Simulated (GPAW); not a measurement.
Ti in GPAW: convergence with density grid spacing (A)

Ti:

```
Ti
1.0
     4.56737    0.00000    0.00000
    -2.28369    3.95546    0.00000
     0.00000    0.00000    2.82624
Ti
3
Direct
  0.66667 0.33333 0.50000
  0.33333 0.66667 0.50000
  0.00000 0.00000 0.00000
```

This isn't the form of Ti at room conditions, which is hcp.

- Program: GPAW 26.7.0
- Task: convergence study
- Functional: PBE
- Potentials or basis: GPAW PAW data sets (gpaw-data 1.2.1)
- Cutoff: 600 eV
- Basis: pw
- Grid spacing: 0.24 Å
- k mesh: 4 × 4 × 6
- Occupations: fermi-dirac, width 0.05 eV
- Spin: no spin polarisation

These are the settings of the first run; the series varies density grid spacing (A), with any setting tied to it.

Hardware: 1 thread of Arm Neoverse V1 (shared host).

Problem. The values tried are 0.24, 0.2, 0.17, 0.15, 0.13, 0.11, 0.09, loosest first. From which on does the energy stay within 1 meV/atom of the tightest run that finished?

Solution. From 0.2 on.

```tsv
density grid spacing (A)	energy less the tightest run, at zero smearing (meV/atom)	pressure (GPa)	SCF cycles	CPU time (s)	peak memory (GiB)
0.24	3.80	-0.26	12	16	0.15
0.2	0.29	0.09	12	21	0.16
0.17	0.17	0.09	12	28	0.17
0.15	0.09	0.08	12	27	0.2
0.13	0.04	0.08	12	47	0.23
0.11	0.02	0.08	12	69	0.29
0.09	0.00	0.08	12	110	0.46
```

Against the tightest run, the pressure stays within 0.1 GPa from 0.2 on. The tightest run that finished is the yardstick and may itself not be fully converged.

Caveat, for the tightest run too: the k mesh is coarse (spacing up to 0.40 Å⁻¹), so the values aren't converged.
